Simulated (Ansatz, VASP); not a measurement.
This is a calculation of HfC for VASP 6.6.1.

File INCAR:

```
SYSTEM = HfC
  PREC = Accurate
  ENCUT = 600
  EDIFF = 1E-6
  ISMEAR = -1
  SIGMA = 0.05
  LREAL = .FALSE.
  LASPH = .TRUE.
  NELM = 100
  ALGO = Normal
  ISIF = 3
  LWAVE = .FALSE.
  LCHARG = .FALSE.
  GGA = PS
  IBRION = 2
  NSW = 60
  EDIFFG = -0.01
```

The input KPOINTS:

```
Automatic mesh
0
G
  10 10 10
  0 0 0
```

POSCAR

```
HfC
1.0
    0.0000000000      2.3250000000      2.3250000000
    2.3250000000      0.0000000000      2.3250000000
    2.3250000000      2.3250000000      0.0000000000
Hf C
1 1
Direct
    0.5000000000      0.5000000000      0.5000000000
    0.0000000000      0.0000000000      0.0000000000
```

Potentials or basis: VASP PAW PBE potentials, release 64 (Hf_pv, C).

The run is started by

```sh
$ cat potpaw_PBE.64/Hf_pv/POTCAR potpaw_PBE.64/C/POTCAR > POTCAR
$ mpirun -np 1 vasp_std > vasp.out
```

Q: Translate it to Ansatz 0.2.0. Potentials there: Ansatz PAW.

A: As run (the cutoff follows the program's own potentials):

input.yaml

```yaml
crystal:
  lattice:
    - [0.0, 2.325, 2.325]
    - [2.325, 0.0, 2.325]
    - [2.325, 2.325, 0.0]
  atoms:
    - { symbol: Hf, position: [0.5, 0.5, 0.5] }
    - { symbol: C, position: [0.0, 0.0, 0.0] }
hamiltonian:
  xc: pbesol
  pseudopotentials: { kind: paw }
kpoints:
  mp_grid: { grid: [10, 10, 10] }
scf:
  occupations: { method: fermi_dirac, width: 0.05 }
output:
  forces: true
  stress: true
  eigenvalues: true
relax:
  f_tol: 0.01
  max_steps: 40
  cell: { stress_tol: 0.05 }
```

Potentials or basis: Ansatz PAW.

The run is started by

```bash
$ ansatz run input.yaml --threads 2 --pin off --max-ram 5632MiB --backend cpu --events-out ev --progress --plain --runs-dir out
```

Both were run:

|  | VASP | Ansatz | Ansatz less VASP |
| --- | --- | --- | --- |
| gap on the k mesh at the Fermi level, each at its own relaxed structure (eV) | none | none | - |
| relaxed volume (Å³/atom) | 12.20 | 12.23 | +0.024 |
| relaxed cell length with the largest relative difference (Å) | 3.256 | 3.258 | +0.0022 |
| energy change over the relaxation (meV/atom) | -8 | -7 | +1.1 |

A gap of «none» marks a metal or a gap that the smearing closes. The two sets of potentials don't hold the same shells in valence.

Caveats: the PAW data sets were made with another functional, which shifts forces and pressure a little (VASP); the plane-wave basis is chosen anew once the cell has moved, so the energies of steps on either side of that aren't comparable (Ansatz); the PAW data sets come from PBE, with cores solved anew for the run's functional, which leaves a small shift of forces and pressure (Ansatz). Spin-orbit coupling is left out, which matters for the levels of Hf.
